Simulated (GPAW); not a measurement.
# NbP (I4_1md) in GPAW: notebook

Aim: see how the results for NbP move with the level of theory and the settings. Levels: PBE, PBEsol. Tasks: band structure.

All numbers are computed with GPAW 26.7.0; they aren't measurements. Logs are shortened: lines on timing, memory, paths and dates and some standing lists are left out, and cuts for length are marked. The log counts tension as positive stress, the text compression.

## (1) Starting point

The structure is tetragonal, space group I4_1md (No. 109). The conventional cell has a = 3.350 Å, b = 3.350 Å, c = 11.480 Å, α = 90.00°, β = 90.00°, γ = 90.00°. Nb (site symmetry 2mm) is surrounded by 6 P at 2.55 Å. P (site symmetry 2mm) has 6 Nb at 2.55 Å as nearest neighbours.

The cell is a database's computed one.

## (2) Band structure, PBE, spin-orbit coupling, no magnetisation

run.py

```python
import numpy as np
from ase.dft.bandgap import bandgap
from ase.io import read, write
from ase.units import Bohr, GPa
from gpaw import GPAW, PW
from gpaw.elf import elf_from_dft_calculation
from gpaw.spinorbit import soc_eigenstates

atoms = read('NbP.xyz')

calc = GPAW(mode=PW(600),
            xc='PBE',
            kpts={'size': (8, 8, 8), 'gamma': True},
            occupations={'name': 'fermi-dirac', 'width': 0.05},
            nbands=34,
            convergence={'density': 1e-05, 'energy': 1e-05},
            maxiter=150,
            txt='gpaw.txt')
atoms.calc = calc
energy = atoms.get_potential_energy()
forces = atoms.get_forces()
stress = atoms.get_stress()
calc.write('gs.gpw')
write('result.traj', atoms)
print(f'Energy: {energy:.6f} eV')
print('Forces (eV/A):')
print(forces.round(4))
print('Stress (GPa):', (stress / GPa).round(3))
print('Fermi level:', round(calc.get_fermi_level(), 4), 'eV')
print(f'Gap: {bandgap(calc)[0]:.4f} eV, direct: {bandgap(calc, direct=True)[0]:.4f} eV')

# fields on the real-space grid
write('density.cube', atoms, data=calc.get_pseudo_density() * Bohr**3)
write('potential.cube', atoms, data=calc.get_electrostatic_potential())
write('elf.cube', atoms, data=elf_from_dft_calculation(calc).data)

path = atoms.cell.bandpath('GXYSGZS1NPY1Z,XP', npoints=80, eps=1e-4)
bs_calc = calc.fixed_density(kpts=path, symmetry='off', nbands=50,
                             convergence={'bands': 'CBM+6.0', 'eigenstates': 1e-6}, txt='bands.txt')
bs = bs_calc.band_structure()
bs.write('bs.json')
print(f'Gap on the path: {bandgap(bs_calc)[0]:.4f} eV')

soc = soc_eigenstates(bs_calc, theta=54.7, phi=45)
np.savetxt('soc_bands.dat', soc.eigenvalues(), fmt='%.4f')
mesh = soc_eigenstates('gs.gpw', theta=54.7, phi=45)
np.savetxt('soc_mesh.dat', mesh.eigenvalues(), fmt='%.4f')
print('Fermi level with spin-orbit coupling:', round(mesh.fermi_level, 4), 'eV')
```

NbP.xyz

```xyz
4
Lattice="-1.6749232544 1.6749232544 5.7401081759 1.6749232544 -1.6749232544 5.7401081759 1.6749232544 1.6749232544 -5.7401081759" Properties=species:S:1:pos:R:3 pbc="T T T"
Nb     1.6749232544      0.0000000000      2.8686856462
Nb     0.0000000000      0.0000000000      5.7387397341
P      0.0000000000      1.6749232544      3.8200163902
P      0.0000000000      0.0000000000      0.9499623022
```

Potentials or basis: GPAW PAW data sets (gpaw-data 1.2.1), pw.

The run is started by

```sh
$ OMP_NUM_THREADS=1 python run.py
```

gpaw.txt:

```text
__  _  _
 | _ |_)|_||  |
 |__||  | ||/\| - 26.7.0

Input parameters:
  mode=PW(ecut=600.0),
  convergence={'density': 1e-05, 'energy': 1e-05},
  kpts=MonkhorstPack(size=(8, 8, 8), gamma=True),
  maxiter=150,
  nbands=34,
  occupations=Occupations(name='fermi-dirac', width=0.05),
  xc=XC(name='PBE')

Diagonalizing LCAO Hamiltonian
Converting LCAO to pw mode

       Nb

        P

           Nb

       P

Atoms  # Å, Bohr magnetons
|   | symbol |        x |        y |        z |    initial magnetic moments |
|---|--------|----------|----------|----------|-----------------------------|
| 0 |     Nb | 1.674923 | 0.000000 | 2.868686 | ( 0.0000,  0.0000,  0.0000) |
| 1 |     Nb | 0.000000 | 0.000000 | 5.738740 | ( 0.0000,  0.0000,  0.0000) |
| 2 |      P | 0.000000 | 1.674923 | 3.820016 | ( 0.0000,  0.0000,  0.0000) |
| 3 |      P | 0.000000 | 0.000000 | 0.949962 | ( 0.0000,  0.0000,  0.0000) |

Unit cell  # Å
| periodic |         x |         y |         z |  lengths |     angles |
|----------|-----------|-----------|-----------|----------|------------|
|      yes | -1.674923 |  1.674923 |  5.740108 | 6.209636 | 148.703633 |
|      yes |  1.674923 | -1.674923 |  5.740108 | 6.209636 | 148.703633 |
|      yes |  1.674923 |  1.674923 | -5.740108 | 6.209636 |  44.847726 |

Number of symmetries: 4
Symmetry operations  # r_c * U_cc + t_c -> r_c
|   | kind |            matrix            |
|---|------|------------------------------|
| 0 |  σ   |  1, 1, 1,  0, 0,-1,  0,-1, 0 |
| 1 |  E   |  1, 0, 0,  0, 1, 0,  0, 0, 1 |
| 2 |  C2  |  0, 1, 0,  1, 0, 0, -1,-1,-1 |
| 3 |  σ   |  0, 0,-1,  1, 1, 1, -1, 0, 0 |

BZ-sampling:
  Number of BZ points: 512
  Number of IBZ points: 95

  Monkhorst-Pack size: [8, 8, 8]
  Monkhorst-Pack shift: [0.0625, 0.0625, 0.0625]

K-points  # in reciprocal-cell coordinates
|     |                                coordinates |     weight |
|-----|--------------------------------------------|------------|
|   0 | (  0.00000000,   0.00000000,   0.00000000) | 0.00195312 |
|   1 | (  0.12500000,  -0.12500000,  -0.12500000) | 0.00390625 |
|   2 | (  0.12500000,  -0.12500000,   0.00000000) | 0.00781250 |
|   3 | (  0.12500000,  -0.12500000,   0.12500000) | 0.00390625 |
|   4 | (  0.12500000,   0.00000000,  -0.12500000) | 0.00781250 |
|   5 | (  0.12500000,   0.00000000,   0.00000000) | 0.00781250 |
|   6 | (  0.12500000,   0.12500000,  -0.12500000) | 0.00390625 |
|   7 | (  0.25000000,  -0.25000000,  -0.25000000) | 0.00390625 |
|   8 | (  0.25000000,  -0.25000000,  -0.12500000) | 0.00781250 |
|   9 | (  0.25000000,  -0.25000000,   0.00000000) | 0.00781250 |
| ... |                                            |            |
|  94 | (  0.50000000,   0.50000000,   0.50000000) | 0.00195312 |

Plane wave coefficients: 2175
Cutoff: 600.0 eV

Spin-components: 1 (collinear spins)
Bands:           34
Projectors:      22
Spin-degeneracy: 2
Datatype:        complex128

Parallelization:
  kpt:    1
  domain: 1
  band:   1

Density:
  Valence electrons: 36.0
  Components: 1
  Grid points: [36 36 36]
  Charge: 0.0  # |e|

Potential:
  Grid points: [36 36 36]

species:
  Nb:
    name:    Niobium
    Z:       41.0
    valence: 13
    core:    28
    charge:  0.0  # [|e|]
    compensation charges:
      type: gauss
      rc: 0.40  # [Å]
      lmax: 2
    cutoffs:
      filter: 2.35  # [Å]
      core: 1.51  # [Å]
    projectors
    | kind |    occ | energy [eV] | rcut [Å] |
    |------|--------|-------------|----------|
    |   4s |  2.000 |     -58.361 |    1.323 |
    |   5s |  1.000 |      -3.980 |    1.323 |
    |   4p |  6.000 |     -34.526 |    1.323 |
    |   5p |  0.000 |      -1.111 |    1.323 |
    |   4d |  4.000 |      -3.041 |    1.244 |
    |    d |        |      24.171 |    1.244 |

    Using partial waves for Nb as LCAO basis

  P:
    name:    Phosphorus
    Z:       15.0
    valence: 5
    core:    10
    charge:  0.0  # [|e|]
    compensation charges:
      type: gauss
      rc: 0.30  # [Å]
      lmax: 2
    cutoffs:
      filter: 1.69  # [Å]
      core: 1.81  # [Å]
    projectors
    | kind |    occ | energy [eV] | rcut [Å] |
    |------|--------|-------------|----------|
    |   3s |  2.000 |     -13.968 |    0.953 |
    |   3p |  3.000 |      -5.506 |    0.953 |
    |    s |        |      13.244 |    0.953 |
    |    p |        |      21.705 |    0.953 |
    |    d |        |       0.000 |    0.953 |

    Using partial waves for P as LCAO basis

Reference energy: -226418.122896  # eV

eigensolver:
  PPCG
  Converge bands: occupied
  niter=2

density mixing:
  MSR1-Mixer
  Pratt-step length: 0.05
  Maximum mixing coefficient: 0.75
  Old densities: 10
  SVD Regularization: 0.005
  Good broyden scale: 1.0
  Trust region scale: 1.0
  Backstep threshold: 4.0
  History deletion threshold: 6.0
  Fourier metric: weight=20.0, sigma=0.015

occupation numbers:
  Fermi-Dirac:
    width: 0.0500  # eV

poisson solver:
  ecut: 4800.0  # eV

xc functional:
  name: PBE with 2 nearest neighbor stencil

convergence criteria:
- Maximum integral of absolute [dens]ity change: 1e-05 electrons / valence electron
- Maximum [total energy] change in last 3 cyles: 1e-05 eV / valence electron
- Maximum integral of absolute [eigenst]ate change: 4e-08 eV^2 / valence electron
maximum number of iterations: 150

SCF iterations
|iter     | |      energy | eigst |  dens |
|---------|-|-------------|-------|-------|
|iter:   1| |  -38.125938 | +0.27 |       |
|iter:   2| |  -37.453330 | -1.93 | -0.94 |
|iter:   3| |  -35.582690 | -0.92 | -0.99 |
|iter:   4| |  -35.556391 | -2.69 | -1.61 |
|iter:   5| |  -35.556800 | -3.09 | -1.90 |
|iter:   6| |  -35.556638 | -4.34 | -2.70 |
|iter:   7| |  -35.556596c| -5.54 | -3.27 |
|iter:   8| |  -35.556592c| -6.84 | -3.75 |
|iter:   9| |  -35.556592c| -7.35 | -3.92 |
|iter:  10| |  -35.556591c| -7.45c| -4.78 |
|iter:  11| |  -35.556591c| -8.39c| -5.48c|

Converged in 11 steps
Energy contributions relative to reference atoms: (reference = -226418.122896)

Energy contributions:
  Kinetic:          11.658172
  Coulomb:         -20.979530
  Zero:             -0.169395
  External:          0.000000
  Xc:              -26.062078
  Entropy:          -0.007521
  Spinorbit:         0.000000
  ----------------------------
  Free energy:     -35.560352
  Extrapolated:    -35.556591

dipole moment: (-9.897559, -11.394791, 19.831434)  # |e|*Ang

Fermi level: 10.653
Eigenvalues  # (at kpt = [0.000, 0.000, 0.000])
| band index |      eig [eV] | occ [0-2] |
|------------|---------------|-----------|
|          0 |       -44.315 |     2.000 |
|        ... |               |           |
|         10 |         4.503 |     2.000 |
|         11 |         7.642 |     2.000 |
|         12 |         8.426 |     2.000 |
|         13 |         8.426 |     2.000 |
|         14 |         8.531 |     2.000 |
|         15 |         8.949 |     2.000 |
[... 8 lines left out ...]
|         24 |        14.712 |     0.000 |
|         25 |        14.712 |     0.000 |
|        ... |               |           |
|         33 |        23.480 |     0.000 |

No gap
No difference between direct/indirect transitions

Forces  # eV/Ang
|       x |       y |        z |
|---------|---------|----------|
| 0.00000 | 0.00000 |  0.01570 |  # Nb   0
| 0.00000 | 0.00000 |  0.01508 |  # Nb   1
| 0.00000 | 0.00000 | -0.01527 |  # P    2
| 0.00000 | 0.00000 | -0.01554 |  # P    3

Stress tensor  # eV/Ang^3
|        x |        y |        z |
|----------|----------|----------|
| 0.008723 | 0.000000 | 0.000000 |
| 0.000000 | 0.008722 | 0.000000 |
| 0.000000 | 0.000000 | 0.008776 |

# Writing to gs.gpw (mode='')
```

Wall time 8.6 min (1 thread of Arm Neoverse V1, shared host); peak memory 0.72 GiB.

What came out:

```
Free energy             : -35.5604 eV
Pressure                : -1.4 GPa
Largest force           : 0.016 eV/Å
Band gap along the path : none (metal or under the smearing width)
```

Forces in eV/Å, atoms in the order of the input:
```
Nb   0.000  0.000  0.016
Nb   0.000  0.000  0.015
P    0.000  0.000 -0.015
P    0.000  0.000 -0.016
```

Levels at the corners of the path, in eV from the Fermi level:
| point | band 32 | band 33 | band 34 | band 35 | band 36 | band 37 | band 38 | band 39 | band 40 | band 41 |
| --- | --- | --- | --- | --- | --- | --- | --- | --- | --- | --- |
| Γ | -1.71 | -1.38 | -1.38 | -1.33 | -1.33 | 0.83 | 0.83 | 1.60 | 1.60 | 2.64 |
| X | -2.84 | -0.44 | -0.44 | -0.42 | -0.42 | 2.93 | 2.93 | 2.94 | 2.94 | 3.00 |
| Y | -2.82 | -0.48 | -0.48 | -0.46 | -0.46 | 2.71 | 2.71 | 2.75 | 2.75 | 3.09 |
| S | -2.17 | -1.47 | -1.45 | -0.17 | -0.12 | 0.10 | 0.15 | 1.60 | 1.63 | 2.36 |
| Γ | -1.71 | -1.38 | -1.38 | -1.33 | -1.33 | 0.83 | 0.83 | 1.60 | 1.60 | 2.64 |
| Z | -2.65 | -0.53 | -0.53 | -0.53 | -0.53 | 1.19 | 1.19 | 1.19 | 1.19 | 2.29 |
| S1 | -2.17 | -1.47 | -1.45 | -0.17 | -0.12 | 0.10 | 0.15 | 1.60 | 1.63 | 2.36 |
| N | -1.87 | -1.50 | -1.50 | -0.13 | -0.13 | 0.08 | 0.08 | 1.30 | 1.30 | 2.43 |
| P | -2.86 | -0.44 | -0.44 | -0.40 | -0.37 | 2.94 | 2.94 | 2.94 | 2.95 | 2.99 |
| Y1 | -2.82 | -0.48 | -0.48 | -0.46 | -0.46 | 2.71 | 2.71 | 2.75 | 2.75 | 3.09 |
| Z | -2.65 | -0.53 | -0.53 | -0.53 | -0.53 | 1.19 | 1.19 | 1.19 | 1.19 | 2.29 |
| X | -2.84 | -0.44 | -0.44 | -0.42 | -0.42 | 2.93 | 2.93 | 2.94 | 2.94 | 3.00 |
| P | -2.86 | -0.44 | -0.44 | -0.40 | -0.37 | 2.94 | 2.94 | 2.94 | 2.95 | 2.99 |

Caveat: spin-orbit coupling was added after a scalar SCF, so levels and gaps hold it while energy, forces, pressure and moments don't; this program's spin-orbit splittings come out too wide for heavy elements; the program warned that so skewed a cell can give wrong results.

## (3) Band structure, PBEsol, spin-orbit coupling, no magnetisation

run.py

```python
import numpy as np
from ase import Atoms
from ase.dft.bandgap import bandgap
from ase.io import write
from ase.units import GPa
from gpaw import GPAW, PW, setup_paths
from gpaw.spinorbit import soc_eigenstates

setup_paths.insert(0, '.')

atoms = Atoms(['Nb', 'Nb', 'P', 'P'],
              cell=[[-1.6749232544, 1.6749232544, 5.7401081759],
                    [1.6749232544, -1.6749232544, 5.7401081759],
                    [1.6749232544, 1.6749232544, -5.7401081759]],
              scaled_positions=[[0.2498808, 0.7498808, 0.5],
                                [0.4998808, 0.4998808, 0.0],
                                [0.83274777, 0.33274777, 0.5],
                                [0.08274777, 0.08274777, 0.0]],
              pbc=True)

calc = GPAW(mode=PW(600),
            xc='PBEsol',
            kpts={'size': (8, 8, 8), 'gamma': True},
            occupations={'name': 'fermi-dirac', 'width': 0.05},
            nbands=34,
            convergence={'density': 1e-05, 'energy': 1e-05},
            maxiter=150,
            txt='gpaw.txt')
atoms.calc = calc
energy = atoms.get_potential_energy()
forces = atoms.get_forces()
stress = atoms.get_stress()
calc.write('gs.gpw')
write('result.traj', atoms)
print(f'Energy: {energy:.6f} eV')
print('Forces (eV/A):')
print(forces.round(4))
print('Stress (GPa):', (stress / GPa).round(3))
print('Fermi level:', round(calc.get_fermi_level(), 4), 'eV')
print(f'Gap: {bandgap(calc)[0]:.4f} eV, direct: {bandgap(calc, direct=True)[0]:.4f} eV')

path = atoms.cell.bandpath('GXYSGZS1NPY1Z,XP', npoints=60, eps=1e-4)
bs_calc = calc.fixed_density(kpts=path, symmetry='off', nbands=50,
                             convergence={'bands': 'CBM+6.0', 'eigenstates': 1e-6}, txt='bands.txt')
bs = bs_calc.band_structure()
bs.write('bs.json')
print(f'Gap on the path: {bandgap(bs_calc)[0]:.4f} eV')

soc = soc_eigenstates(bs_calc, theta=90, phi=0)
np.savetxt('soc_bands.dat', soc.eigenvalues(), fmt='%.4f')
mesh = soc_eigenstates('gs.gpw', theta=90, phi=0)
np.savetxt('soc_mesh.dat', mesh.eigenvalues(), fmt='%.4f')
print('Fermi level with spin-orbit coupling:', round(mesh.fermi_level, 4), 'eV')
```

Potentials or basis: PAW data sets generated in the run's folder for this functional, pw.

The run is started by

```sh
$ gpaw-setup -f PBEsol Nb P
$ OMP_NUM_THREADS=1 python run.py
```

Wall time 7.9 min (1 thread of Arm Neoverse V1, shared host); peak memory 0.67 GiB.

The run converged. Its results:

```yaml
Free_energy: -38.0280 eV
Pressure: -6.6 GPa
Largest_force: 0.017 eV/Å
Band_gap_along_the_path: none (metal or under the smearing width)
```

Forces on the atoms (eV/Å):
```
Nb   0.000  0.000  0.017
Nb   0.000  0.000  0.016
P    0.000  0.000 -0.016
P    0.000  0.000 -0.017
```

Stress tensor (GPa, compression positive):
```
-6.68  0.00  0.00
 0.00 -6.68  0.00
 0.00  0.00 -6.57
```

Levels at the corners of the path, in eV from the Fermi level:
| point | band 34 | band 35 | band 36 | band 37 | band 38 | band 39 |
| --- | --- | --- | --- | --- | --- | --- |
| Γ | -1.36 | -1.31 | -1.31 | 0.84 | 0.84 | 1.60 |
| X | -0.45 | -0.43 | -0.43 | 2.94 | 2.94 | 2.94 |
| Y | -0.49 | -0.47 | -0.47 | 2.71 | 2.71 | 2.75 |
| S | -1.46 | -0.18 | -0.13 | 0.11 | 0.16 | 1.61 |
| Γ | -1.36 | -1.31 | -1.31 | 0.84 | 0.84 | 1.60 |
| Z | -0.50 | -0.50 | -0.50 | 1.19 | 1.19 | 1.19 |
| S1 | -1.46 | -0.18 | -0.13 | 0.11 | 0.16 | 1.61 |
| N | -1.51 | -0.12 | -0.12 | 0.08 | 0.08 | 1.30 |
| P | -0.45 | -0.40 | -0.38 | 2.94 | 2.95 | 2.95 |
| Y1 | -0.49 | -0.47 | -0.47 | 2.71 | 2.71 | 2.75 |
| Z | -0.50 | -0.50 | -0.50 | 1.19 | 1.19 | 1.19 |
| X | -0.45 | -0.43 | -0.43 | 2.94 | 2.94 | 2.94 |
| P | -0.45 | -0.40 | -0.38 | 2.94 | 2.95 | 2.95 |

Caveat: spin-orbit coupling was added after a scalar SCF, so levels and gaps hold it while energy, forces, pressure and moments don't; this program's spin-orbit splittings come out too wide for heavy elements; the program warned that so skewed a cell can give wrong results.
